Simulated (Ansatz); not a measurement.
# Contact densities of Zr against volume

```yaml
crystal:
  lattice:
    - [-1.81000, 1.81000, 1.81000]
    - [1.81000, -1.81000, 1.81000]
    - [1.81000, 1.81000, -1.81000]
  atoms:
    - { symbol: Zr, position: [0.00000, 0.00000, 0.00000] }
```

The geometry is COD entry 9008559, unchecked; take it as a test cell.

All numbers below come from Ansatz 0.2.0, DFT, LDA, all-electron PAW with datasets made for the crystal, scalar-relativistic.

Sampling and basis: a Γ-centred 16×16×16 k mesh, Fermi–Dirac smearing of 0.03 eV, cutoff 240 eV (chosen by the program for this cell), no spin polarisation.

The contact density is the mean electron density over the nuclear volume; its changes follow the s electrons' response to bonding and compression. Changes below are taken from the unscaled cell, where it is 488447 e/Å³ at Zr.

Volumes at which the program chose other datasets or cutoffs are left out.

```json
{"V/V(cell)": "0.9400", "P (GPa)": "-4.9", "Δρ(0) Zr (e/Å³)": "?"}
{"V/V(cell)": "0.9600", "P (GPa)": "-6.6", "Δρ(0) Zr (e/Å³)": "?"}
{"V/V(cell)": "0.9800", "P (GPa)": "-8.1", "Δρ(0) Zr (e/Å³)": "?"}
{"V/V(cell)": "0.9900", "P (GPa)": "-8.9", "Δρ(0) Zr (e/Å³)": "0.27"}
{"V/V(cell)": "1.0000", "P (GPa)": "-9.5", "Δρ(0) Zr (e/Å³)": "0.00"}
{"V/V(cell)": "1.0100", "P (GPa)": "-10.2", "Δρ(0) Zr (e/Å³)": "-0.27"}
```

Fill in "Δρ(0) Zr (e/Å³)" for the row "0.9400".

1.64.

Give the missing entry: row "0.9600", column "Δρ(0) Zr (e/Å³)".

1.09.

Give the missing entry: row "0.9800", column "Δρ(0) Zr (e/Å³)".

0.54.

The datasets are made afresh for each cell, so very small changes are uncertain.
